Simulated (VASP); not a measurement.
# CdTe (F-43m) in VASP: settings compared

Aim: see how the results for CdTe move with the level of theory and the settings. Levels: PBEsol, PBE. Tasks: single point.

Everything below comes from runs of VASP 6.6.1. Logs are shortened: lines on timing, memory, paths and dates and some standing lists are left out, and cuts for length are marked.

**Measured values to compare with.**

A printed reference work, data compilation reports, for a bulk crystal of CdTe at 0 K: band gap 1.607 eV.

How close the calculation comes is told below.

**1. The cell of the first run**

The structure is cubic, space group F-43m (No. 216). The conventional cell has a = 6.319 Å, b = 6.319 Å, c = 6.319 Å, α = 90.00°, β = 90.00°, γ = 90.00°. Cd (site symmetry -43m) has 4 Te at 2.74 Å within 3.6 Å. Within 3.6 Å of Te (site symmetry -43m) lie 4 Cd at 2.74 Å.

**2. Single point, PBEsol**

Contents of INCAR:

```
  PREC = Accurate
  ENCUT = 520
  EDIFF = 1E-6
  ISMEAR = 0
  SIGMA = 0.01
  LREAL = F
  LASPH = T
  NELM = 80
  ALGO = Normal
  ISIF = 2
  LWAVE = F
  LCHARG = F
  GGA = PS
  NBANDS = 16
```

Contents of KPOINTS:

```
regular mesh
0
Gamma
  8 8 8
```

Contents of POSCAR:

```
CdTe
1.0
    0.0000000000      3.1594341706      3.1594341706
    3.1594341706      0.0000000000      3.1594341706
    3.1594341706      3.1594341706      0.0000000000
Cd Te
1 1
Direct
    0.0000000000      0.0000000000      0.0000000000
    0.7500000000      0.7500000000      0.7500000000
```

Potentials or basis: VASP PAW PBE potentials, release 64 (Cd, Te).

Run with:

```sh
> cat potpaw_PBE.64/Cd/POTCAR potpaw_PBE.64/Te/POTCAR > POTCAR
> mpirun -np 1 vasp_std > vasp.out
```

OUTCAR:

```text
PREC = Accurate
   ENCUT = 520
   EDIFF = 1E-6
   ISMEAR = 0
   LREAL = F
   LASPH = T
   NELM = 80
   ISIF = 2
   GGA = PS

 ion  position               nearest neighbor table
   1  0.000  0.000  0.000-   2 2.74   2 2.74   2 2.74   2 2.74
   2  0.750  0.750  0.750-   1 2.74   1 2.74   1 2.74   1 2.74

  LATTYP: Found a face centered cubic cell.
 ALAT       =     6.3188683412

  Lattice vectors:

 A1 = (   0.0000000000,   3.1594341706,   3.1594341706)
 A2 = (   3.1594341706,   0.0000000000,   3.1594341706)
 A3 = (   3.1594341706,   3.1594341706,   0.0000000000)

Analysis of symmetry for initial positions (statically):
=====================================================================
 Subroutine PRICEL returns:
 Original cell was already a primitive cell.

 Routine SETGRP: Setting up the symmetry group for a
 face centered cubic supercell.

 Subroutine GETGRP returns: Found 24 space group operations
 (whereof 24 operations were pure point group operations)
 out of a pool of 48 trial point group operations.

The static configuration has the point symmetry T_d .

Analysis of symmetry for dynamics (positions and initial velocities):
=====================================================================
 Subroutine PRICEL returns:
 Original cell was already a primitive cell.

 Routine SETGRP: Setting up the symmetry group for a
 face centered cubic supercell.

 Subroutine GETGRP returns: Found 24 space group operations
 (whereof 24 operations were pure point group operations)
 out of a pool of 48 trial point group operations.

The dynamic configuration has the point symmetry T_d .

 Subroutine INISYM returns: Found 24 space group operations
 (whereof 24 operations are pure point group operations),
 and found     1 'primitive' translations

----------------------------------------------------------------------------------------

                                     Primitive cell

  volume of cell :      63.0751

  direct lattice vectors                    reciprocal lattice vectors
     0.000000000  3.159434171  3.159434171    -0.158256185  0.158256185  0.158256185
     3.159434171  0.000000000  3.159434171     0.158256185 -0.158256185  0.158256185
     3.159434171  3.159434171  0.000000000     0.158256185  0.158256185 -0.158256185

  length of vectors
     4.468114653  4.468114653  4.468114653     0.274107754  0.274107754  0.274107754

  position of ions in fractional coordinates (direct lattice)
     0.000000000  0.000000000  0.000000000
     0.750000000  0.750000000  0.750000000

  ion indices of the primitive-cell ions
   primitive index   ion index
                 1           1
                 2           2

----------------------------------------------------------------------------------------

 KPOINTS: regular mesh

Automatic generation of k-mesh.
 Grid dimensions read from file:
 generate k-points for:    8    8    8

 Generating k-lattice:

  Cartesian coordinates                     Fractional coordinates (reciprocal lattice)
    -0.019782023  0.019782023  0.019782023     0.125000000  0.000000000  0.000000000
     0.019782023 -0.019782023  0.019782023     0.000000000  0.125000000  0.000000000
     0.019782023  0.019782023 -0.019782023     0.000000000  0.000000000  0.125000000

  Length of vectors
     0.034263469  0.034263469  0.034263469

  Shift w.r.t. Gamma in fractional coordinates (k-lattice)
     0.000000000  0.000000000  0.000000000

 Subroutine IBZKPT returns following result:
 ===========================================

 Found     29 irreducible k-points:

 Following reciprocal coordinates:
            Coordinates               Weight
  0.000000  0.000000  0.000000      1.000000
  0.125000  0.000000  0.000000      8.000000
  0.250000  0.000000  0.000000      8.000000
  0.375000  0.000000  0.000000      8.000000
  0.500000  0.000000  0.000000      4.000000
  0.125000  0.125000  0.000000      6.000000
[... 16 lines left out ...]
  0.500000  0.250000  0.125000     48.000000
 -0.375000  0.250000  0.125000     24.000000
 [... further k-points ...]
   k-points           NKPTS =     29   k-points in BZ     NKDIM =     29   number of bands    NBANDS=     16
   number of dos      NEDOS =    301   number of ions     NIONS =      2
   total plane-waves  NPLWV =  46656
   dimension x,y,z NGX =    36 NGY =   36 NGZ =   36
   dimension x,y,z NGXF=    72 NGYF=   72 NGZF=   72
   ions per type =               1   1
   NGX,Y,Z   is equivalent  to a cutoff of  13.39, 13.39, 13.39 a.u.
   NGXF,Y,Z  is equivalent  to a cutoff of  26.79, 26.79, 26.79 a.u.
 SYSTEM =  unknown system
   PREC   = accura    normal or accurate (medium, high low for compatibility)
   ISTART =      0    job   : 0-new  1-cont  2-samecut
   ICHARG =      2    charge: 1-file 2-atom 10-const
   ISPIN  =      1    spin polarized calculation?
   LNONCOLLINEAR =      F non collinear calculations
   LSORBIT =      F    spin-orbit coupling
   LASPH  =      T    aspherical Exc in radial PAW
   ENCUT  =  520.0 eV  38.22 Ry    6.18 a.u.   8.31  8.31  8.31*2*pi/ulx,y,z
   NELM   =     80;   NELMIN=  2; NELMDL= -5     # of ELM steps
   EDIFF  = 0.1E-05   stopping-criterion for ELM
   LREAL  =      F    real-space projection
   EDIFFG = 0.1E-04   stopping-criterion for IOM
   NSW    =      0    number of steps for IOM
   IBRION =     -1    ionic relax: 0-MD 1-quasi-New 2-CG
   NFREE  =      0    steps in history (QN), initial steepest desc. (CG)
   ISIF   =      2    stress and relaxation
   ISYM   =      2    0-nonsym 1-usesym 2-fastsym
   POTIM  = 0.5000    time-step for ionic-motion
   TEBEG  =    0.0;   TEEND  =   0.0 temperature during run
   PSTRESS=    0.0 pullay stress
   NELECT =      18.0000    total number of electrons
   NUPDOWN=      -1.0000    fix difference up-down
   EMIN   =  10.00;   EMAX   =-10.00  energy-range for DOS
   EFERMI =   0.00;   METHOD = LEGACY
   ISMEAR =     0;   SIGMA  =   0.01  broadening in eV -4-tet -1-fermi 0-gaus
   EFERMI_NEDOS =   21; number of points for ismear=-14 and -15
   IALGO  =     38    algorithm
   IMIX   =      4    mixing-type and parameters
     AMIX     =   0.40;   BMIX     =  1.00
     AMIX_MAG =   1.60;   BMIX_MAG =  1.00
  volume/ion in A,a.u.               =      31.54       212.83
  Fermi-wavevector in a.u.,A,eV,Ry     =   1.077820  2.036785 15.805842  1.161697
  Thomas-Fermi vector in A             =   2.213742
   LORBIT       =      0    0 simple, 1 ext, 2 COOP (PROOUT), +10 PAW based schemes
   GGA     = PS    functional components
   LHFCALC =     F    Hartree Fock is set to
   AEXX    =    0.0000 exact exchange contribution
   IVDW    =     0    specifies the selected vdW correction
   LEPSILON=     F    determine dielectric tensor
   LRPA    =     F    only Hartree local field effects (RPA)
 non-spin polarized calculation
 Gauss-broadening in eV      SIGMA  =   0.01
  energy-cutoff  :      520.00
  volume of cell :       63.08
 maximum number of plane-waves:      1724
 NGX is ok and might be reduce to    36
   NGX = 17   NGY = 17   NGZ = 17

 number of electron      18.0000004 magnetization

 Free energy of the ion-electron system (eV)
  ---------------------------------------------------
  ext. energy  EPLUGINS =         0.00000000
  ---------------------------------------------------
  free energy    TOTEN  =        -5.42261448 eV

  energy without entropy =       -5.42261448  energy(sigma->0) =       -5.42261448

 E-fermi :   3.0283     XC(G=0):  -9.1230

 val. band max:        2.9375528955   @ k =   0.0000   0.0000   0.0000
 cond. band min:       3.8291654374   @ k =   0.0000   0.0000   0.0000
 fundamental gap:      0.8916125420
 Fermi energy:         3.0283310751

 k-point     1 :       0.0000    0.0000    0.0000
  band No.  band energies     occupation
      1      -8.7449      2.00000
      2      -5.6182      2.00000
      3      -5.6182      2.00000
      4      -5.6182      2.00000
      5      -5.2917      2.00000
      6      -5.2917      2.00000
[... 8 lines left out ...]
     15      12.4156      0.00000
     16      12.4156      0.00000

 k-point     2 :       0.1250    0.0000    0.0000
  band No.  band energies     occupation
      1      -8.6746      2.00000
      2      -5.6043      2.00000
      3      -5.6043      2.00000
      4      -5.5707      2.00000
      5      -5.2931      2.00000
      6      -5.2931      2.00000
[... 8 lines left out ...]
     15      11.5721      0.00000
     16      11.5721      0.00000

 k-point     3 :       0.2500    0.0000    0.0000
  band No.  band energies     occupation
      1      -8.5030      2.00000
      2      -5.5734      2.00000
      3      -5.5734      2.00000
      4      -5.4016      2.00000
      5      -5.2928      2.00000
      6      -5.2928      2.00000
[... 8 lines left out ...]
     15      11.3649      0.00000
     16      11.3649      0.00000

 k-point     4 :       0.3750    0.0000    0.0000
  band No.  band energies     occupation
      1      -8.3316      2.00000
      2      -5.5479      2.00000
      3      -5.5479      2.00000
      4      -5.2860      2.00000
      5      -5.2860      2.00000
      6      -5.0945      2.00000
[... 8 lines left out ...]
     15      12.2452      0.00000
     16      12.2452      0.00000

 k-point     5 :       0.5000    0.0000    0.0000
  band No.  band energies     occupation
      1      -8.2620      2.00000
      2      -5.5393      2.00000
      3      -5.5393      2.00000
      4      -5.2807      2.00000
      5      -5.2807      2.00000
      6      -4.8807      2.00000
[... 8 lines left out ...]
     15      13.3768      0.00000
     16      13.3768      0.00000

 k-point     6 :       0.1250    0.1250    0.0000
  band No.  band energies     occupation
      1      -8.6512      2.00000
      2      -5.5910      2.00000
      3      -5.5910      2.00000
      4      -5.5729      2.00000
      5      -5.3004      2.00000
      6      -5.2862      2.00000
[... 8 lines left out ...]
     15      11.5362      0.00000
     16      12.5514      0.00000

 k-point     7 :       0.2500    0.1250    0.0000
  band No.  band energies     occupation
      1      -8.5136      2.00000
      2      -5.5690      2.00000
      3      -5.5584      2.00000
      4      -5.4555      2.00000
      5      -5.2982      2.00000
      6      -5.2816      2.00000
[... 8 lines left out ...]
     15      12.2789      0.00000
     16      12.2833      0.00000

 k-point     8 :       0.3750    0.1250    0.0000
  band No.  band energies     occupation
      1      -8.3429      2.00000
      2      -5.5445      2.00000
      3      -5.5298      2.00000
      4      -5.3276      2.00000
      5      -5.2772      2.00000
      6      -5.1485      2.00000
[... 8 lines left out ...]
     15      12.1357      0.00000
     16      12.8442      0.00000

 k-point     9 :       0.5000    0.1250    0.0000
  band No.  band energies     occupation
      1      -8.2410      2.00000
      2      -5.5306      2.00000
      3      -5.5198      2.00000
      4      -5.3010      2.00000
      5      -5.2788      2.00000
      6      -4.8679      2.00000
[... 8 lines left out ...]
     15      12.9219      0.00000
     16      13.4327      0.00000
[... 172 lines left out ...]
 k-point    19 :       0.5000    0.3750    0.0000
  band No.  band energies     occupation
      1      -8.1370      2.00000
      2      -5.4587      2.00000
      3      -5.4273      2.00000
      4      -5.3940      2.00000
      5      -5.2608      2.00000
      6      -4.7569      2.00000
[... 8 lines left out ...]
     15      13.8850      0.00000
     16      14.7625      0.00000

 k-point    20 :      -0.3750    0.3750    0.0000
  band No.  band energies     occupation
      1      -8.1288      2.00000
      2      -5.4809      2.00000
      3      -5.4422      2.00000
      4      -5.3543      2.00000
      5      -5.2759      2.00000
      6      -4.6535      2.00000
[... 8 lines left out ...]
     15      12.6681      0.00000
     16      15.6043      0.00000

 k-point    21 :       0.5000    0.5000    0.0000
  band No.  band energies     occupation
      1      -8.1148      2.00000
      2      -5.4402      2.00000
      3      -5.4099      2.00000
      4      -5.4099      2.00000
      5      -5.2538      2.00000
      6      -4.7176      2.00000
[... 8 lines left out ...]
     15      13.8786      0.00000
     16      14.7080      0.00000

 k-point    22 :       0.3750    0.2500    0.1250
  band No.  band energies     occupation
      1      -8.3770      2.00000
      2      -5.5390      2.00000
      3      -5.5239      2.00000
      4      -5.3684      2.00000
      5      -5.2817      2.00000
      6      -5.2151      2.00000
[... 8 lines left out ...]
     15      12.8520      0.00000
     16      13.4806      0.00000

 k-point    23 :       0.5000    0.2500    0.1250
  band No.  band energies     occupation
      1      -8.2431      2.00000
      2      -5.5147      2.00000
      3      -5.5017      2.00000
      4      -5.3316      2.00000
      5      -5.2805      2.00000
      6      -4.9490      2.00000
[... 8 lines left out ...]
     15      13.0225      0.00000
     16      13.7073      0.00000

 k-point    24 :      -0.3750    0.2500    0.1250
  band No.  band energies     occupation
      1      -8.1892      2.00000
      2      -5.5092      2.00000
      3      -5.4920      2.00000
      4      -5.3140      2.00000
      5      -5.2862      2.00000
      6      -4.7657      2.00000
[... 8 lines left out ...]
     15      13.0449      0.00000
     16      13.7161      0.00000

 [... further k-points ...]

------------------------ aborting loop because EDIFF is reached ----------------------------------------

  FORCE on cell =-STRESS in cart. coord.  units (eV):
  Direction    XX          YY          ZZ          XY          YZ          ZX
  --------------------------------------------------------------------------------------
  -------------------------------------------------------------------------------------
  Total        1.6601550      1.6601550      1.6601550      0.0000000      0.0000000      0.0000000
  in kB       42.1697750     42.1697750     42.1697750      0.0000000      0.0000000      0.0000000
  external PRESSURE =      42.1697750 kB  Pullay stress =       0.0000000 kB

 VOLUME and BASIS-vectors are now :
 -----------------------------------------------------------------------------
  energy-cutoff  :      520.00
  volume of cell :       63.08
      direct lattice vectors                 reciprocal lattice vectors
     0.000000000  3.159434171  3.159434171    -0.158256185  0.158256185  0.158256185
     3.159434171  0.000000000  3.159434171     0.158256185 -0.158256185  0.158256185
     3.159434171  3.159434171  0.000000000     0.158256185  0.158256185 -0.158256185

 POSITION                                       TOTAL-FORCE (eV/Angst)
 -----------------------------------------------------------------------------------
      0.00000      0.00000      0.00000         0.000000      0.000000      0.000000
      4.73915      4.73915      4.73915        -0.000000     -0.000000     -0.000000
 -----------------------------------------------------------------------------------
    total drift:                                0.000000      0.000000      0.000000

  FREE ENERGIE OF THE ION-ELECTRON SYSTEM (eV)
  ---------------------------------------------------
  free  energy   TOTEN  =        -5.4226144792 eV

  energy  without entropy=       -5.4226144792  energy(sigma->0) =       -5.42261448
```

Wall time 23 s (1 thread of Intel Xeon 6975P-C, shared host); peak memory 0.21 GiB.

What came out:

| Quantity | Value |
| --- | --- |
| Free energy | -5.4226 eV |
| Pressure | 4.2 GPa |
| Band gap on the k mesh | 0.89 eV, direct |

Levels at points of the mesh, in eV from the valence-band top:
| k point | band 7 | band 8 | band 9 | band 10 | band 11 | band 12 |
| --- | --- | --- | --- | --- | --- | --- |
| (0.00, 0.00, 0.00) | 0.00 | 0.00 | 0.00 | 0.89 | 4.48 | 4.48 |
| (0.50, 0.00, 0.00) | -4.94 | -0.91 | -0.91 | 1.80 | 5.09 | 5.09 |
| (0.50, 0.50, 0.00) | -4.74 | -2.16 | -2.16 | 2.31 | 2.56 | 9.16 |

Caveat: the PAW data sets were made with another functional, which shifts forces and pressure a little; spin-orbit coupling is left out, which moves the levels of the heavy elements. Expect the measured gap to be larger: semilocal functionals such as PBEsol lack the derivative discontinuity.

[end of part 1 of 2]
